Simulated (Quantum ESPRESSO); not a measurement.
# HfN (F-43m) in Quantum ESPRESSO: a series of runs, part 2 of 2

Quantum ESPRESSO 7.5.

## (4) Single point, r2SCAN, 13.91 Å³/atom

pw.in

```
&CONTROL
  calculation = 'scf'
  prefix = 'pwscf'
  outdir = './tmp'
  pseudo_dir = './pseudo'
  tstress = .true.
  disk_io = 'nowf'
/
&SYSTEM
  ibrav = 0
  nat = 2
  ntyp = 2
  ecutwfc = 88
  nbnd = 23
  input_dft = 'r2scan'
  occupations = 'smearing'
  smearing = 'fd'
  degauss = 0.00367493
  nosym = .true.
  nr1 = 40
  nr2 = 40
  nr3 = 40
/
&ELECTRONS
  conv_thr = 1d-08
  electron_maxstep = 120
  mixing_beta = 0.5
/
ATOMIC_SPECIES
Hf   178.4900 Hf_ONCV_PBE-1.2.upf
N     14.0070 N_ONCV_PBE-1.2.upf
CELL_PARAMETERS angstrom
   0.0000000000    2.4047095306    2.4047095306
   2.4047095306    0.0000000000    2.4047095306
   2.4047095306    2.4047095306    0.0000000000
ATOMIC_POSITIONS crystal
Hf     0.0000000000    0.0000000000    0.0000000000
N      0.2500000000    0.2500000000    0.2500000000
K_POINTS automatic
7 7 7 0 0 0
```

The run is started by

```
$ OMP_NUM_THREADS=1 mpirun -n 2 pw.x -nk 2 -in pw.in > pw.out
```

Wall time 5.3 min (2 MPI ranks of Intel Xeon Platinum 8488C (Sapphire Rapids), shared host); peak memory 0.3 GiB.

The run converged. Its results:

```yaml
Free_energy: -6344.5902 eV
Pressure: 4.5 GPa
Band_gap_on_the_k_mesh: none (metal or under the smearing width)
```

Caveat: the k mesh is coarse; the potentials were made for another functional, which shifts forces and pressure.

## (5) Single point, r2SCAN, 14.20 Å³/atom

pw.in: that of step 4 with these lines changed.

```diff
@@ -32,5 +32,5 @@
 CELL_PARAMETERS angstrom
-   0.0000000000    2.4047095306    2.4047095306
-   2.4047095306    0.0000000000    2.4047095306
-   2.4047095306    2.4047095306    0.0000000000
+   0.0000000000    2.4216446627    2.4216446627
+   2.4216446627    0.0000000000    2.4216446627
+   2.4216446627    2.4216446627    0.0000000000
 ATOMIC_POSITIONS crystal
```

The run is started by

```
$ OMP_NUM_THREADS=1 mpirun -n 2 pw.x -nk 2 -in pw.in > pw.out
```

It took 5.4 min on 2 MPI ranks of Intel Xeon Platinum 8488C (Sapphire Rapids), shared host; peak memory 0.32 GiB.

The run converged. Its results:

```
Free energy            : -6344.5982 eV
Pressure               : -0.2 GPa
Band gap on the k mesh : none (metal or under the smearing width)
```

Caveat: the k mesh is coarse; the potentials were made for another functional, which shifts forces and pressure.

## (6) Single point, r2SCAN, 14.50 Å³/atom

pw.in: that of step 5 with these lines changed.

```diff
@@ -32,5 +32,5 @@
 CELL_PARAMETERS angstrom
-   0.0000000000    2.4216446627    2.4216446627
-   2.4216446627    0.0000000000    2.4216446627
-   2.4216446627    2.4216446627    0.0000000000
+   0.0000000000    2.4383461881    2.4383461881
+   2.4383461881    0.0000000000    2.4383461881
+   2.4383461881    2.4383461881    0.0000000000
 ATOMIC_POSITIONS crystal
```

Potentials or basis: SG15 PBE 1.2.

The run is started by

```
$ OMP_NUM_THREADS=1 mpirun -n 2 pw.x -nk 2 -in pw.in > pw.out
```

It took 5.8 min on 2 MPI ranks of Intel Xeon Platinum 8488C (Sapphire Rapids), shared host; peak memory 0.32 GiB.

It converged, with:

```
Free energy            : -6344.5897 eV
Pressure               : -4.4 GPa
Band gap on the k mesh : none (metal or under the smearing width)
```

Caveat: the k mesh is coarse; the potentials were made for another functional, which shifts forces and pressure.

## (7) Single point, r2SCAN, 14.79 Å³/atom

pw.in: that of step 6 with these lines changed.

```diff
@@ -32,5 +32,5 @@
 CELL_PARAMETERS angstrom
-   0.0000000000    2.4383461881    2.4383461881
-   2.4383461881    0.0000000000    2.4383461881
-   2.4383461881    2.4383461881    0.0000000000
+   0.0000000000    2.4548220000    2.4548220000
+   2.4548220000    0.0000000000    2.4548220000
+   2.4548220000    2.4548220000    0.0000000000
 ATOMIC_POSITIONS crystal
```

The run is started by

```
$ OMP_NUM_THREADS=1 mpirun -n 2 pw.x -nk 2 -in pw.in > pw.out
```

Wall time 5.7 min (2 MPI ranks of Intel Xeon Platinum 8488C (Sapphire Rapids), shared host); peak memory 0.32 GiB.

The run converged. Its results:

```yaml
Free_energy: -6344.5663 eV
Pressure: -8.3 GPa
Band_gap_on_the_k_mesh: none (metal or under the smearing width)
```

Caveat: the k mesh is coarse; the potentials were made for another functional, which shifts forces and pressure.

## (8) Single point, r2SCAN, 15.09 Å³/atom

pw.in: that of step 7 with these lines changed.

```diff
@@ -32,5 +32,5 @@
 CELL_PARAMETERS angstrom
-   0.0000000000    2.4548220000    2.4548220000
-   2.4548220000    0.0000000000    2.4548220000
-   2.4548220000    2.4548220000    0.0000000000
+   0.0000000000    2.4710795731    2.4710795731
+   2.4710795731    0.0000000000    2.4710795731
+   2.4710795731    2.4710795731    0.0000000000
 ATOMIC_POSITIONS crystal
```

The run is started by

```
$ OMP_NUM_THREADS=1 mpirun -n 2 pw.x -nk 2 -in pw.in > pw.out
```

Run time: 6.5 min. Hardware: 2 MPI ranks of Intel Xeon Platinum 8488C (Sapphire Rapids), shared host; peak memory 0.32 GiB.

Results (log left out):

| Quantity | Value |
| --- | --- |
| Free energy | -6344.5293 eV |
| Pressure | -11.7 GPa |
| Band gap on the k mesh | none (metal or under the smearing width) |

Caveat: the k mesh is coarse; the potentials were made for another functional, which shifts forces and pressure.

## (9) Single point, r2SCAN, 15.38 Å³/atom

pw.in: that of step 8 with these lines changed.

```diff
@@ -32,5 +32,5 @@
 CELL_PARAMETERS angstrom
-   0.0000000000    2.4710795731    2.4710795731
-   2.4710795731    0.0000000000    2.4710795731
-   2.4710795731    2.4710795731    0.0000000000
+   0.0000000000    2.4871259940    2.4871259940
+   2.4871259940    0.0000000000    2.4871259940
+   2.4871259940    2.4871259940    0.0000000000
 ATOMIC_POSITIONS crystal
```

Potentials or basis: SG15 PBE 1.2.

The run is started by

```
$ OMP_NUM_THREADS=1 mpirun -n 2 pw.x -nk 2 -in pw.in > pw.out
```

Wall time 6.4 min (2 MPI ranks of Intel Xeon Platinum 8488C (Sapphire Rapids), shared host); peak memory 0.34 GiB.

It converged, with:

```yaml
Free_energy: -6344.4802 eV
Pressure: -14.9 GPa
Band_gap_on_the_k_mesh: none (metal or under the smearing width)
```

Caveat: the k mesh is coarse; the potentials were made for another functional, which shifts forces and pressure.

## (10) Single point, r2SCAN, 15.68 Å³/atom

pw.in: that of step 9 with these lines changed.

```diff
@@ -32,5 +32,5 @@
 CELL_PARAMETERS angstrom
-   0.0000000000    2.4871259940    2.4871259940
-   2.4871259940    0.0000000000    2.4871259940
-   2.4871259940    2.4871259940    0.0000000000
+   0.0000000000    2.5029679880    2.5029679880
+   2.5029679880    0.0000000000    2.5029679880
+   2.5029679880    2.5029679880    0.0000000000
 ATOMIC_POSITIONS crystal
```

The run is started by

```
$ OMP_NUM_THREADS=1 mpirun -n 2 pw.x -nk 2 -in pw.in > pw.out
```

It took 6.5 min on 2 MPI ranks of Intel Xeon Platinum 8488C (Sapphire Rapids), shared host; peak memory 0.32 GiB.

It converged, with:

```
Free energy            : -6344.4200 eV
Pressure               : -17.7 GPa
Band gap on the k mesh : none (metal or under the smearing width)
```

Caveat: the k mesh is coarse; the potentials were made for another functional, which shifts forces and pressure.

## (11) Equation of state, r2SCAN

No new run: the results of the series are fitted here.

Results:

```yaml
Equilibrium_volume: 14.19 Å³/atom
Bulk_modulus: 215 GPa
Pressure_derivative_of_the_bulk_modulus: 3.9
```

Energy against volume, from the lowest point:
```csv
volume (Å³/atom),energy (meV/atom)
13.906,3.99
14.201,0.00
14.497,4.26
14.793,15.98
15.089,34.46
15.385,59.04
15.681,89.12
```

Caveat: the potentials were made for another functional, which shifts forces and pressure.

## (12) For comparison

An earlier run on the cell as given: functional PBEsol; potentials or basis GBRV 1.5 PBEsol; cutoff 612 eV; density cutoff 4898 eV; k mesh 9 × 9 × 9; occupations fermi-dirac, width 0.05 eV; no spin polarisation.

* Pressure: -5.1 GPa
* Band gap on the k mesh: none (metal or under the smearing width)

## (13) Overview

| task | level | potentials or basis | k mesh | cutoff (eV) | form of the LDA correlation | SCF threshold | symmetry | gap on the mesh (eV) | pressure (GPa) |
| --- | --- | --- | --- | --- | --- | --- | --- | --- | --- |
| band structure | LDA | GBRV 1.5 LDA | 9 × 9 × 9 | 612 | PZ81 | 4e-10 Ry | - | none | -9.6 |
| band structure | r2SCAN | SG15 PBE 1.2 | 7 × 7 × 7 | 1197 | - | 1e-08 Ry | off | none | -8.3 |
| equation of state | r2SCAN | SG15 PBE 1.2 | 7 × 7 × 7 | 1197 | - | 1e-08 Ry | off | - | - |
| single point | PBEsol | GBRV 1.5 PBEsol | 9 × 9 × 9 | 612 | - | 4e-10 Ry | - | none | -5.1 |

Alike in all rows: no spin polarisation; cell as given; smearing fermi-dirac 0.05 eV.

Caveats: spin-orbit coupling is left out, which moves the levels of the heavy elements (some runs); the potentials were made for another functional, which shifts forces and pressure (some runs).

Absolute energies hang on the potentials; compare differences alone.
